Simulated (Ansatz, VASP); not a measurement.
**Two plane-wave programs on Fe**

File POSCAR:

```
Fe
1.0
   -1.4345540696      1.4345540696      1.4345540696
    1.4345540696     -1.4345540696      1.4345540696
    1.4345540696      1.4345540696     -1.4345540696
Fe
1
Direct
    0.0000000000      0.0000000000      0.0000000000
```

Contents of INCAR.step1:

```
SYSTEM = Fe
PREC = Accurate
ENCUT = 520
ISMEAR = 1
SIGMA = 1.0
LREAL = .False.
LASPH = .True.
NELM = 150
ISPIN = 2
MAGMOM = 2.804
LMAXMIX = 4
NBANDS = 14
GGA = PE
ALGO = Normal
EDIFF = 1E-4
LWAVE = .True.
LCHARG = .False.
```

File INCAR.step2:

```
SYSTEM = Fe
PREC = Accurate
ENCUT = 520
EDIFF = 1E-6
ISMEAR = 1
SIGMA = 1.0
LREAL = .False.
LASPH = .True.
NELM = 150
ALGO = Normal
ISIF = 2
LWAVE = .False.
LCHARG = .False.
ISPIN = 2
MAGMOM = 2.804
LORBIT = 11
LMAXMIX = 4
METAGGA = R2SCAN
LMIXTAU = .True.
NBANDS = 14
ISTART = 1
```

Contents of KPOINTS:

```
regular mesh
0
Gamma
  15 15 15
  0 0 0
```

Input for Ansatz:

```yaml
crystal:
  lattice:
    - [-1.4345540696, 1.4345540696, 1.4345540696]
    - [1.4345540696, -1.4345540696, 1.4345540696]
    - [1.4345540696, 1.4345540696, -1.4345540696]
  atoms:
    - { symbol: Fe, position: [0.0, 0.0, 0.0], spin: 2.804 }
hamiltonian:
  xc: r2scan
  pseudopotentials:
    kind: paw
    azcp:
      Fe: "pseudopotentials/Fe.paw.azcp"
basis:
  ecutwfc: 500
  fft_grid_basis: typed
kpoints:
  mp_grid: { grid: [15, 15, 15], shift: [0, 0, 0] }
magnetization:
  spin_polarized: true
scf:
  occupations: { method: methfessel_paxton, width: 1.0 }
  lower_state_search: "off"
output:
  stress: true
```

Alike in both runs: task single point; functional r2SCAN; k mesh 15 × 15 × 15; occupations methfessel-paxton of order 1, width 1 eV; collinear spin.

|  | VASP | Ansatz |
| --- | --- | --- |
| version | VASP 6.6.1 | Ansatz 0.2.0 |
| potentials or method | VASP PAW PBE potentials, release 64 (Fe) | plane waves (500 eV) with PAW, scalar-relativistic |
| plane-wave cutoff (eV) | 520 | 500 |
| valence electrons in the cell | 8 | 16 |

Ansatz gave:

| Quantity | Value |
| --- | --- |
| pressure (GPa) | 1.1 |
| net moment per atom (μB) | 2.73 |
| size of the moment on the site where the two differ most (μB) | 2.88 |

Which values does VASP return?

Pressure (GPa): 0.3; net moment per atom (μB): 2.73; size of the moment on the site where the two differ most (μB): 2.80.

Site moments also hang on the region over which each program counts them. With one functional, cell and mesh, what is left measures potentials, basis and numerics. The two sets of potentials don't hold the same shells in valence. Ansatz warned: «stability_check_not_made».

Caveats: the PAW data sets were made with another functional, which shifts forces and pressure a little (VASP).
